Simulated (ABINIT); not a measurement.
Planning a run of ABINIT 10.8.3 on CdTe (F-43m). The input:

```
acell 3*1.0 Angstrom
rprim 
  -0.000000000000 3.205000000000 3.205000000000
  3.205000000000 -0.000000000000 3.205000000000
  3.205000000000 3.205000000000 -0.000000000000
ntypat 2
znucl 48 52
natom 2
typat 1 2
xred 
  0.000000000000 0.000000000000 0.000000000000
  0.250000000000 0.250000000000 0.250000000000
pp_dirpath "pseudos"
pseudos "Cd.upf, Te.upf"
ecut 47
ngkpt 4 4 4
nshiftk 1
shiftk 0 0 0
kptopt 1
chksymbreak 0
istwfk *1
occopt 1
irdwfk 1
optdriver 4
nband 94
gwcalctyp 28
ecutsigx 47
symsigma 0
nkptgw 8
kptgw 
  0.0000000000 0.0000000000 0.0000000000
  0.2500000000 0.0000000000 0.0000000000
  0.5000000000 0.0000000000 0.0000000000
  0.2500000000 0.2500000000 0.0000000000
  0.5000000000 0.2500000000 0.0000000000
  -0.2500000000 0.2500000000 0.0000000000
  0.5000000000 0.5000000000 0.0000000000
  -0.2500000000 0.5000000000 0.2500000000
bdgw 
  11 28
  11 28
  11 28
  11 28
  11 28
  11 28
  11 28
  11 28
ecuteps 4
irdscr 1
ppmodel 1
irdqps 1
indata_prefix "in"
outdata_prefix "out"
tmpdata_prefix "tmp"
```

The database entry behind the starting cell differs from later determinations by our own check (an axis about 1.1 % short against later determinations), so it need not match the best structure at ambient conditions.

```sh
OMP_NUM_THREADS=1 mpirun -n 4 abinit run.abi > log
```

Question: How long will it take on 4 MPI ranks of Arm Neoverse V1, shared host, and how much memory?

It took 5.4 min; on shared hardware allow 2.7 min to 11 min. Peak host memory was 2.5 GiB.

[Paths, hosts, dates, memory and timing lines, banners, echoed tables and standing remarks are left out of the program output.]

[Logs are printed without paths, hosts, clocks, repeated set-up lines and the standing remarks that a program may print on its own settings, such as how far it seeks lower states.]

[Runs of the session that timed out or met a known fault of the program may be left out.]

[Hosts, paths, dates, database ids (printed as entryN), source tags and the programs' standing remarks are cut or masked in the printed files.]

[G0W0 gaps are taken among the corrected bands and points alone; a level outside them can change the order at an edge.]

[Where Ansatz stands beside ABINIT at settings called matched, ABINIT's density can come from a denser mesh and the files from another edition; pairs whose starting gaps differed by over 0.03 eV were left out, so agreement reads better than it is.]
